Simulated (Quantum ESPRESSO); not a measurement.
# Li under changes of volume

One of the cells (21.609 Å³/atom); the others are scaled copies at fixed shape and fractional positions:

```
Li
1.0
    -1.75465    1.75465    1.75465
     1.75465   -1.75465    1.75465
     1.75465    1.75465   -1.75465
Li
1
Direct
  0.00000 0.00000 0.00000
```

* Program: Quantum ESPRESSO 7.5
* Functional: SCAN
* Potentials or basis: SG15 PBE 1.2
* Cutoff: 952 eV
* Density cutoff: 3810 eV
* k mesh: 8 × 8 × 8
* Occupations: fermi-dirac, width 0.05 eV
* Spin: no spin polarisation

```tsv
volume (Å³/atom)	energy over the lowest point (meV/atom)	pressure (GPa)
20.312	2.81	0.7
20.744	1.20	0.5
21.177	?	?
21.609	0.00	-0.1
22.041	0.44	-0.3
22.473	1.46	-0.5
22.905	3.01	-0.7
```

What does the run at 21.177 Å³/atom give?

Energy over the lowest point 0.25 meV/atom; pressure 0.2 GPa.

Worked out: A Birch-Murnaghan fit of order 3 (a polynomial in V^(-2/3)) to the other rows has its minimum at 21.55 Å³/atom with B0 = V·E''(V) = 12.0 GPa (rough, since the energies scatter). It gives 0.26 meV/atom at 21.177 Å³/atom, against the run's 0.25, and -dE/dV = 0.2 GPa, against 0.2.

Energies are extrapolated to zero smearing.

Caveats: the potentials were made for another functional, which shifts forces and pressure.
